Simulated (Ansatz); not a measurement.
**AlN: distorted cells**

Method: DFT PBE, scalar-relativistic, plane waves, PAW in Ansatz 0.2.0.

Cutoff 420 eV; k points 9×9×6 on the computed 4-atom cell (Γ-centred); Gaussian smearing, width 0.02 eV; no spin polarisation.

Reference cell:

```
CELL_PARAMETERS angstrom
3.11100 0.00000 0.00000
-1.55550 2.69421 0.00000
0.00000 0.00000 4.97800
ATOMIC_POSITIONS crystal
Al 0.33333 0.66667 0.00000
Al 0.66667 0.33333 0.50000
N 0.33333 0.66667 0.38500
N 0.66667 0.33333 0.88500
```

Each variant moves atoms of this cell by the vectors given, if any (Å), and then applies a symmetric strain (tensor components, Cartesian axes). The reference cell isn't relaxed at this level. Energies are per atom at zero smearing, counted from the lowest variant. Pressure is positive in compression.

1. strain (xx yy zz yz xz xy, %) -1.95 -1.95 -7.95 0.00 0.00 0.00; moves: Al1 (0.000, 0.000, -0.060); Al2 (0.000, 0.000, -0.060); N3 (0.000, 0.000, 0.060); N4 (0.000, 0.000, 0.060)
2. strain (xx yy zz yz xz xy, %) -0.15 -3.04 7.41 2.11 1.22 -2.50; moves: Al1 (0.011, 0.014, -0.002); Al2 (0.007, 0.017, -0.002); N3 (-0.038, 0.001, 0.002); N4 (0.020, -0.032, 0.002)
3. strain (xx yy zz yz xz xy, %) 3.76 3.76 6.76 0.00 0.00 0.00; moves: Al1 (0.000, 0.000, -0.026); Al2 (0.000, 0.000, -0.079); N3 (0.000, 0.000, 0.020); N4 (0.000, 0.000, 0.084)
4. strain (xx yy zz yz xz xy, %) 1.01 2.17 2.27 0.39 0.22 1.00; moves: Al1 (0.014, -0.008, 0.027); Al2 (-0.014, 0.008, 0.027); N3 (0.009, -0.006, -0.027); N4 (-0.009, 0.005, -0.027)
5. strain (xx yy zz yz xz xy, %) 2.15 2.15 3.65 0.00 0.00 0.00; moves: Al1 (0.000, 0.000, 0.100); Al2 (0.000, 0.000, 0.100); N3 (0.000, 0.000, -0.100); N4 (0.000, 0.000, -0.100)
6. strain (xx yy zz yz xz xy, %) 0.10 0.10 -2.90 0.00 0.00 0.00; moves: Al1 (0.000, 0.000, 0.100); Al2 (0.000, 0.000, 0.100); N3 (0.000, 0.000, -0.100); N4 (0.000, 0.000, -0.100)
7. strain (xx yy zz yz xz xy, %) -0.66 -0.66 2.34 0.00 0.00 0.00; moves: Al1 (0.000, 0.000, 0.060); Al2 (0.000, 0.000, 0.060); N3 (0.000, 0.000, -0.060); N4 (0.000, 0.000, -0.060)

| result | ΔE (meV/atom) | P (GPa) | largest force (eV/Å) | gap on mesh (eV) |
| --- | --- | --- | --- | --- |
| A | 229.6 | 19.37 | 5.17 | 4.44 |
| B | 0.0 | -5.57 | 0.61 | 3.85 |
| C | 106.2 | -16.10 | 1.02 | 2.71 |
| D | 11.7 | 2.82 | 1.23 | 4.05 |
| E | 107.9 | 1.61 | 1.93 | 3.55 |
| F | 138.6 | 33.57 | 0.49 | 4.67 |
| G | 113.3 | -6.32 | 2.84 | 3.38 |

Q: Which variant gave which result?

A: A is 6, B is 4, C is 3, D is 7, E is 2, F is 1, G is 5. The pressure falls as the cell grows: from the smallest volume to the largest the variants are 1, 6, 7, 2, 4, 5, 3.

An odd mesh misses points on the zone edge, so a gap read on it can be too wide.